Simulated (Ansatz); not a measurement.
FeO (Wuestite):

```xyz
2
Lattice="0.0000 2.1554 2.1554 2.1554 0.0000 2.1554 2.1554 2.1554 0.0000" Properties=species:S:1:pos:R:3 pbc="T T T"
Fe    0.0000    0.0000    0.0000
O     2.1554    2.1554    2.1554
```

| Quantity | Value |
| --- | --- |
| Program | Ansatz 0.2.0 |
| Task | relaxation of cell and atoms |
| Functional | RPBE |
| Potentials or basis | Ansatz PAW |
| Cutoff | 420 eV (not typed: the program's choice for these potentials) |
| k mesh | 8 × 8 × 8 |
| Occupations | fermi-dirac, width 0.05 eV |
| Spin | collinear spin, ferromagnetic start |
| Starting moments | [3.0, 0.0] μB |

At the start: volume 10.01 Å³/atom.

Question: Where does the relaxation end?

Answer: It ends after 7 steps and the volume is 10.32 Å³/atom (+3.1 %); space group Fm-3m (No. 225, to 0.05 Å); moment 4.00 μB per cell.

Step by step:
| step | energy change (eV) | largest force (eV/Å) | volume (Å³) |
| --- | --- | --- | --- |
| 1 | 0.0000 | 0.0000 | 20.03 |
| 2 | -0.0070 | 0.0000 | 20.39 |
| 3 | -0.0077 | 0.0000 | 20.61 |
| 4 | -0.0077 | 0.0000 | 20.62 |
| 5 | -0.0101 | 0.0000 | 20.62 |
| 6 | -0.0101 | 0.0000 | 20.64 |
| 7 | -0.0102 | 0.0000 | 20.64 |

Final structure:
```yaml
crystal:
  lattice:
    - [0.00000, 2.17726, 2.17726]
    - [2.17726, 0.00000, 2.17726]
    - [2.17726, 2.17726, 0.00000]
  atoms:
    - { symbol: Fe, position: [0.00000, 0.00000, 0.00000] }
    - { symbol: O, position: [0.50000, 0.50000, 0.50000] }
```

Caveat: the plane-wave basis is chosen anew once the cell has moved, so the energies of steps on either side of that aren't comparable; the pressure holds a Pulay correction of +0.6 GPa for the finite cutoff; a cell with one magnetic atom can't hold antiferromagnetic order, which such compounds often take; the PAW data sets come from PBE, with cores solved anew for the run's functional, which leaves a small shift of forces and pressure.
